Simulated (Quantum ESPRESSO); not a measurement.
# Bi (R-3m) in Quantum ESPRESSO: further runs

Runs on Bi. Level: PBEsol. Tasks: Wannier functions.

All numbers are computed with Quantum ESPRESSO 7.5; they aren't measurements. Logs are shortened: lines on timing, memory, paths and dates and some standing lists are left out, and cuts for length are marked.

### 1 Starting point

It takes space group R-3m (No. 166, trigonal). The conventional cell has a = 4.535 Å, b = 4.535 Å, c = 11.814 Å, α = 90.00°, β = 90.00°, γ = 120.00°. Bi (site symmetry 3m) has 6 Bi at 3.06 to 3.52 Å as nearest neighbours.

### 2 Wannier functions, PBEsol

Input file pw.in:

```
&CONTROL
  calculation = 'scf'
  prefix = 'pwscf'
  outdir = './tmp'
  pseudo_dir = './pseudo'
  tprnfor = .true.
  tstress = .true.
  disk_io = 'low'
/
&SYSTEM
  ibrav = 0
  celldm(1) = 8
  nat = 2
  ntyp = 1
  ecutwfc = 66
  nbnd = 22
  occupations = 'smearing'
  smearing = 'fd'
  degauss = 0.00367493
/
&ELECTRONS
  conv_thr = 4d-10
  electron_maxstep = 120
  mixing_beta = 0.5
/
ATOMIC_SPECIES
Bi   208.9804 Bi.upf
CELL_PARAMETERS alat
  0.5356192484486   0.3092399172779   0.9302176848470
 -0.5356192484486   0.3092399172779   0.9302176848470
  0.0000000000000  -0.6184798345558   0.9302176848470
ATOMIC_POSITIONS crystal
Bi     0.7660000000    0.7660000000    0.7660000000
Bi     0.2340000000    0.2340000000    0.2340000000
K_POINTS automatic
6 6 6 0 0 0
```

Input file nscf.in:

```
&CONTROL
  calculation = 'nscf'
  prefix = 'pwscf'
  outdir = './tmp'
  pseudo_dir = './pseudo'
  disk_io = 'low'
/
&SYSTEM
  ibrav = 0
  celldm(1) = 8
  nat = 2
  ntyp = 1
  ecutwfc = 66
  nbnd = 26
  occupations = 'smearing'
  smearing = 'fd'
  degauss = 0.00367493
  nosym = .true.
  noinv = .true.
/
&ELECTRONS
  conv_thr = 1d-09
  electron_maxstep = 120
  mixing_beta = 0.5
  diago_full_acc = .true.
  startingwfc = 'random'
/
ATOMIC_SPECIES
Bi   208.9804 Bi.upf
CELL_PARAMETERS alat
  0.5356192484486   0.3092399172779   0.9302176848470
 -0.5356192484486   0.3092399172779   0.9302176848470
  0.0000000000000  -0.6184798345558   0.9302176848470
ATOMIC_POSITIONS crystal
Bi     0.7660000000    0.7660000000    0.7660000000
Bi     0.2340000000    0.2340000000    0.2340000000
K_POINTS crystal
64
  0.00000000   0.00000000   0.00000000 1.56250000e-02
  0.00000000   0.00000000   0.25000000 1.56250000e-02
  0.00000000   0.00000000   0.50000000 1.56250000e-02
  0.00000000   0.00000000   0.75000000 1.56250000e-02
  0.00000000   0.25000000   0.00000000 1.56250000e-02
  0.00000000   0.25000000   0.25000000 1.56250000e-02
[... 56 lines left out ...]
  0.75000000   0.75000000   0.50000000 1.56250000e-02
  0.75000000   0.75000000   0.75000000 1.56250000e-02
```

Input file pw2wan.in:

```
&INPUTPP
  prefix = 'pwscf'
  outdir = './tmp'
  seedname = 'w'
  write_mmn = .true.
  write_amn = .true.
/
```

Input file bands.in:

```
&CONTROL
  calculation = 'bands'
  prefix = 'pwscf'
  outdir = './tmp'
  pseudo_dir = './pseudo'
  disk_io = 'low'
/
&SYSTEM
  ibrav = 0
  celldm(1) = 8
  nat = 2
  ntyp = 1
  ecutwfc = 66
  nbnd = 26
  occupations = 'smearing'
  smearing = 'fd'
  degauss = 0.00367493
/
&ELECTRONS
  conv_thr = 1d-08
  electron_maxstep = 120
  mixing_beta = 0.5
  diago_full_acc = .true.
  startingwfc = 'random'
/
ATOMIC_SPECIES
Bi   208.9804 Bi.upf
CELL_PARAMETERS alat
  0.5356192484486   0.3092399172779   0.9302176848470
 -0.5356192484486   0.3092399172779   0.9302176848470
  0.0000000000000  -0.6184798345558   0.9302176848470
ATOMIC_POSITIONS crystal
Bi     0.7660000000    0.7660000000    0.7660000000
Bi     0.2340000000    0.2340000000    0.2340000000
K_POINTS crystal
68
  0.00000000   0.00000000   0.00000000 1
  0.05555600   0.00000000   0.00000000 1
  0.11111100   0.00000000   0.00000000 1
  0.16666700   0.00000000   0.00000000 1
  0.22222200   0.00000000   0.00000000 1
  0.27777800   0.00000000   0.00000000 1
[... 60 lines left out ...]
  0.71638000   0.30847600   0.30847600 1
  0.75965700   0.37017200   0.37017200 1
```

Input file w.win:

```
num_wann = 8
num_bands = 16
guiding_centres = true
dis_froz_max = 10.68
dis_num_iter = 600
dis_mix_ratio = 0.5
dis_conv_tol = 1.0d-9
num_iter = 1200
search_shells = 100
kmesh_tol = 1.0d-4
conv_tol = 1.0d-8
conv_window = 4
num_print_cycles = 200
fermi_energy = 9.6793
bands_plot = true
write_hr = true
mp_grid = 4 4 4
exclude_bands = 1-10
begin projections
Bi: s;p
end projections
begin unit_cell_cart
ang
  2.2675000000   1.3091417354   3.9380000000
 -2.2675000000   1.3091417354   3.9380000000
  0.0000000000  -2.6182834708   3.9380000000
end unit_cell_cart
begin atoms_frac
Bi   0.7660000000   0.7660000000   0.7660000000
Bi   0.2340000000   0.2340000000   0.2340000000
end atoms_frac
begin kpoint_path
G   0.0000000000   0.0000000000   0.0000000000  L   0.5000000000   0.0000000000   0.0000000000
L   0.5000000000   0.0000000000   0.0000000000  B1   0.5000000000   0.2403434496  -0.2403434496
B   0.7596565504   0.5000000000   0.2403434496  Z   0.5000000000   0.5000000000   0.5000000000
Z   0.5000000000   0.5000000000   0.5000000000  G   0.0000000000   0.0000000000   0.0000000000
G   0.0000000000   0.0000000000   0.0000000000  X   0.3701717248   0.0000000000  -0.3701717248
Q   0.6298282752   0.3701717248   0.0000000000  F   0.5000000000   0.5000000000   0.0000000000
F   0.5000000000   0.5000000000   0.0000000000  P1   0.6298282752   0.6298282752   0.2403434496
P1   0.6298282752   0.6298282752   0.2403434496  Z   0.5000000000   0.5000000000   0.5000000000
L   0.5000000000   0.0000000000   0.0000000000  P   0.7596565504   0.3701717248   0.3701717248
end kpoint_path
bands_num_points = 9
begin kpoints
  0.00000000   0.00000000   0.00000000
  0.00000000   0.00000000   0.25000000
  0.00000000   0.00000000   0.50000000
  0.00000000   0.00000000   0.75000000
  0.00000000   0.25000000   0.00000000
  0.00000000   0.25000000   0.25000000
[... 56 lines left out ...]
  0.75000000   0.75000000   0.50000000
  0.75000000   0.75000000   0.75000000
end kpoints
```

Potentials or basis: PseudoDojo 0.4.1 SR PBEsol standard.

Launch:

```bash
OMP_NUM_THREADS=1 pw.x -in pw.in > pw.out
OMP_NUM_THREADS=1 pw.x -in nscf.in > nscf.out
wannier90.x -pp w
OMP_NUM_THREADS=1 pw2wannier90.x -in pw2wan.in > pw2wan.out
wannier90.x w
OMP_NUM_THREADS=1 pw.x -in bands.in > bands.out
```

pw.out:

```text
This program is part of the open-source Quantum ESPRESSO suite
     for quantum simulation of materials; please cite
[... 9 lines left out ...]
     --------------------
     sticks:   dense  smooth     PW     G-vecs:    dense   smooth      PW
     Sum        1411    1411    423                34233    34233    5541

     Using Slab Decomposition

     bravais-lattice index     =            0
     lattice parameter (alat)  =       8.0000  a.u.
     unit-cell volume          =     473.3229 (a.u.)^3
     number of atoms/cell      =            2
     number of atomic types    =            1
     number of electrons       =        30.00
     number of Kohn-Sham states=           22
     kinetic-energy cutoff     =      66.0000  Ry
     charge density cutoff     =     264.0000  Ry
     scf convergence threshold =      4.0E-10
     mixing beta               =       0.5000
     number of iterations used =            8  plain     mixing
     Exchange-correlation= PBESOL
                           (   1   4  10   8   0   0   0)

     celldm(1)=   8.000000  celldm(2)=   0.000000  celldm(3)=   0.000000
     celldm(4)=   0.000000  celldm(5)=   0.000000  celldm(6)=   0.000000

     crystal axes: (cart. coord. in units of alat)
               a(1) = (   0.535619   0.309240   0.930218 )
               a(2) = (  -0.535619   0.309240   0.930218 )
               a(3) = (   0.000000  -0.618480   0.930218 )

     reciprocal axes: (cart. coord. in units 2 pi/alat)
               b(1) = (  0.933499  0.538956  0.358339 )
               b(2) = ( -0.933499  0.538956  0.358339 )
               b(3) = (  0.000000 -1.077912  0.358339 )

     PseudoPot. # 1 for Bi read from file:
     Bi.upf
     Pseudo is Norm-conserving + core correction, Zval = 15.0
     Generated using ONCVPSP code by D. R. Hamann
     Using radial grid of 1472 points,  6 beta functions with:
                l(1) =   0
                l(2) =   0
                l(3) =   1
                l(4) =   1
                l(5) =   2
                l(6) =   2

     atomic species   valence    mass     pseudopotential
     Bi               15.00   208.98040     Bi( 1.00)

     12 Sym. Ops., with inversion, found

   Cartesian axes

     site n.     atom                  positions (alat units)
         1        Bi     tau(   1) = (   0.0000000   0.0000000   2.1376402  )
         2        Bi     tau(   2) = (   0.0000000   0.0000000   0.6530128  )

     number of k points=    32  Fermi-Dirac smearing, width (Ry)=  0.0037
                       cart. coord. in units 2pi/alat
        k(    1) = (   0.0000000   0.0000000   0.0000000), wk =   0.0092593
        k(    2) = (   0.0000000  -0.1796520   0.0597232), wk =   0.0555556
        k(    3) = (   0.0000000  -0.3593039   0.1194464), wk =   0.0555556
        k(    4) = (   0.0000000   0.5389559  -0.1791695), wk =   0.0277778
        k(    5) = (  -0.1555832  -0.0898260   0.1194464), wk =   0.0555556
        k(    6) = (  -0.1555832  -0.2694779   0.1791695), wk =   0.1111111
[... 24 lines left out ...]
        k(   31) = (   0.7779158   0.2694779  -0.1791695), wk =   0.0555556
        k(   32) = (   0.0000000   0.0000000  -0.5375086), wk =   0.0092593

     Dense  grid:    34233 G-vectors     FFT dimensions: (  48,  48,  48)

     Initial potential from superposition of free atoms

     starting charge      29.9985, renormalised to      30.0000
     Starting wfcs are   18 randomized atomic wfcs +    4 random wfcs

     Self-consistent Calculation

     iteration #  1     ecut=    66.00 Ry     beta= 0.50
     Davidson diagonalization with overlap
     ethr =  1.00E-02,  avg # of iterations =  5.8

     Threshold (ethr) on eigenvalues was too large:
     Diagonalizing with lowered threshold

     Davidson diagonalization with overlap
     ethr =  1.93E-05,  avg # of iterations =  7.9

     total energy              =    -327.71428086 Ry
     estimated scf accuracy    <       0.00583790 Ry

     iteration #  2     ecut=    66.00 Ry     beta= 0.50
     Davidson diagonalization with overlap
     ethr =  1.95E-05,  avg # of iterations =  1.0
[... 36 lines left out ...]
     total energy              =    -327.71446813 Ry
     estimated scf accuracy    <          7.2E-10 Ry

     iteration #  8     ecut=    66.00 Ry     beta= 0.50
     Davidson diagonalization with overlap
     ethr =  2.40E-12,  avg # of iterations =  2.3

     End of self-consistent calculation

          k = 0.0000 0.0000 0.0000 (  4261 PWs)   bands (ev):

   -13.1437 -13.1437 -12.9894 -12.9894 -12.9725 -12.8011 -12.7894 -12.7894
   -12.6647 -12.6647  -3.3838   2.2807   8.2786   8.5439   8.5439  12.2736
    12.7457  12.7457  15.3864  15.5149  15.5149  15.7799

          k = 0.0000-0.1797 0.0597 (  4289 PWs)   bands (ev):

   -13.1240 -13.1179 -12.9808 -12.9738 -12.9587 -12.8147 -12.8025 -12.7972
   -12.6929 -12.6856  -3.1228   1.6977   8.3562   8.5251   8.5808  11.5929
    11.9704  12.1592  14.7607  15.3840  15.8683  17.6417

          k = 0.0000-0.3593 0.1194 (  4301 PWs)   bands (ev):

   -13.0764 -13.0478 -12.9635 -12.9338 -12.9194 -12.8590 -12.8386 -12.8135
   -12.7620 -12.7348  -2.3675   0.3751   8.3672   8.5356   8.9336  10.2614
    10.9197  11.1930  15.6125  16.6523  17.2932  20.0249

          k = 0.0000 0.5390-0.1792 (  4296 PWs)   bands (ev):

   -13.0452 -12.9739 -12.9528 -12.9307 -12.8928 -12.8778 -12.8540 -12.8480
   -12.8072 -12.7665  -1.4480  -0.7994   8.4282   8.5731   9.4673   9.4821
    10.2615  10.7612  17.2931  18.2217  18.8859  19.1599
[... 115 lines left out ...]
          k = 0.6223 0.1797-0.2389 (  4284 PWs)   bands (ev):

   -13.1020 -13.0070 -12.9728 -12.9225 -12.8856 -12.8741 -12.8519 -12.8239
   -12.8001 -12.7058  -1.2974  -0.2177   5.2946   6.1484   8.2894  11.8052
    13.6008  15.4132  15.7791  16.9955  19.7305  20.2553

          k = 0.6223-0.0000-0.1792 (  4276 PWs)   bands (ev):

   -13.0882 -12.9800 -12.9324 -12.9242 -12.9189 -12.8809 -12.8466 -12.8382
   -12.8134 -12.7237  -0.8976  -0.8608   5.8206   6.4996   8.9565  10.4513
    14.0292  14.3914  15.6772  15.9234  19.3859  19.4475

          k = 0.4667 0.2695-0.1792 (  4298 PWs)   bands (ev):

   -13.1125 -12.9890 -12.9880 -12.9005 -12.8858 -12.8774 -12.8684 -12.8420
   -12.7909 -12.6912  -1.5577   0.0219   5.5321   7.0926   7.1139  12.3915
    13.6912  14.2479  15.0112  18.6922  19.4649  20.0835
[... 31 lines left out ...]
          k = 0.0000 0.0000-0.5375 (  4256 PWs)   bands (ev):

   -13.0520 -13.0520 -12.9533 -12.9533 -12.9320 -12.8383 -12.8178 -12.8178
   -12.7665 -12.7665  -2.1445  -0.1876   8.7875   9.1481   9.1481  10.4240
    10.4240  10.4810  16.7794  18.8448  18.9260  18.9260

     the Fermi energy is     9.6793 ev

!    total energy              =    -327.71446813 Ry
     estimated scf accuracy    <          2.8E-10 Ry
     smearing contrib. (-TS)   =      -0.00025001 Ry
     internal energy E=F+TS    =    -327.71421812 Ry

     The total energy is F=E-TS. E is the sum of the following terms:
     one-electron contribution =    -107.13028143 Ry
     hartree contribution      =      70.59914828 Ry
     xc contribution           =     -85.86232321 Ry
     ewald contribution        =    -205.32076175 Ry

     convergence has been achieved in   8 iterations

     Forces acting on atoms (cartesian axes, Ry/au):

     atom    1 type  1   force =    -0.00000000   -0.00000000   -0.00257452
     atom    2 type  1   force =     0.00000000    0.00000000    0.00257452

     Total force =     0.003641     Total SCF correction =     0.000126

     Computing stress (Cartesian axis) and pressure

          total   stress  (Ry/bohr**3)                   (kbar)     P=       -2.80
  -0.00002082  -0.00000000  -0.00000000           -3.06       -0.00       -0.00
   0.00000000  -0.00002082   0.00000000            0.00       -3.06        0.00
   0.00000000  -0.00000000  -0.00001537            0.00       -0.00       -2.26

=------------------------------------------------------------------------------=
   JOB DONE.
=------------------------------------------------------------------------------=
```

Run time: 5.9 min. Hardware: 1 thread of Arm Neoverse V1, shared host; peak memory 0.16 GiB.

Results:

```yaml
Free_energy: -4458.7825 eV
Pressure: -0.3 GPa
Largest_force: 0.066 eV/Å
Band_gap_on_the_k_mesh: none (metal or under the smearing width)
Total_Wannier_spread: 14.82 Å² over 8 functions
RMS_miss_of_the_Wannier_bands: 0.056 eV
```

Forces on the atoms (eV/Å):
```
Bi   0.000  0.000 -0.066
Bi   0.000  0.000  0.066
```

Levels at the corners of the path, in eV from the Fermi level:
| point | band 11 | band 12 | band 13 | band 14 | band 15 | band 16 | band 17 | band 18 | band 19 | band 20 |
| --- | --- | --- | --- | --- | --- | --- | --- | --- | --- | --- |
| Γ | -13.06 | -7.40 | -1.40 | -1.14 | -1.14 | 2.59 | 3.07 | 3.07 | 5.71 | 5.84 |
| L | -11.13 | -10.48 | -1.25 | -1.11 | -0.21 | -0.20 | 0.58 | 1.08 | 7.61 | 8.54 |
| B1 | -10.79 | -10.16 | -4.05 | -3.95 | -0.33 | 0.84 | 5.07 | 5.08 | 6.16 | 6.32 |
| B | -10.79 | -10.16 | -4.05 | -3.95 | -0.33 | 0.84 | 5.07 | 5.08 | 6.16 | 6.32 |
| Z | -11.82 | -9.87 | -0.89 | -0.53 | -0.53 | 0.74 | 0.74 | 0.80 | 7.10 | 9.17 |
| Γ | -13.06 | -7.40 | -1.40 | -1.14 | -1.14 | 2.59 | 3.07 | 3.07 | 5.71 | 5.84 |
| X | -10.79 | -10.19 | -4.34 | -2.44 | -2.40 | 3.06 | 3.17 | 4.77 | 6.02 | 7.56 |
| Q | -10.79 | -10.19 | -4.34 | -2.44 | -2.40 | 3.06 | 3.17 | 4.77 | 6.02 | 7.56 |
| F | -11.22 | -9.40 | -4.66 | -2.96 | -2.85 | 2.39 | 5.06 | 5.53 | 6.88 | 9.46 |
| P1 | -11.09 | -9.87 | -4.40 | -2.40 | -2.33 | 2.84 | 3.59 | 4.67 | 6.08 | 7.99 |
| Z | -11.82 | -9.87 | -0.89 | -0.53 | -0.53 | 0.74 | 0.74 | 0.80 | 7.10 | 9.17 |
| L | -11.13 | -10.48 | -1.25 | -1.11 | -0.21 | -0.20 | 0.58 | 1.08 | 7.61 | 8.54 |
| P | -11.09 | -9.87 | -4.40 | -2.40 | -2.33 | 2.84 | 3.59 | 4.67 | 6.08 | 7.99 |

Wannier functions:
| function | nearest atom | distance (Å) | spread (Å²) | on-site energy from the reference level (eV) |
| --- | --- | --- | --- | --- |
| 1 | 1 Bi | 0.59 | 1.87 | -2.42 |
| 2 | 1 Bi | 0.65 | 1.85 | -2.20 |
| 3 | 1 Bi | 0.65 | 1.85 | -2.20 |
| 4 | 1 Bi | 0.65 | 1.85 | -2.20 |
| 5 | 2 Bi | 0.59 | 1.87 | -2.42 |
| 6 | 2 Bi | 0.65 | 1.85 | -2.20 |
| 7 | 2 Bi | 0.65 | 1.85 | -2.20 |
| 8 | 2 Bi | 0.65 | 1.85 | -2.20 |

Parts of the spread (Å²): invariant 12.15, diagonal 0.006, off-diagonal 2.67, total 14.82. Against the direct bands the interpolation misses by 56 meV (root mean square) and 469 meV at most, for states up to 1 eV over the reference level.

Caveat: spin-orbit coupling is left out, which moves the levels of the heavy elements.

(Part 1 of 2 ends here.)
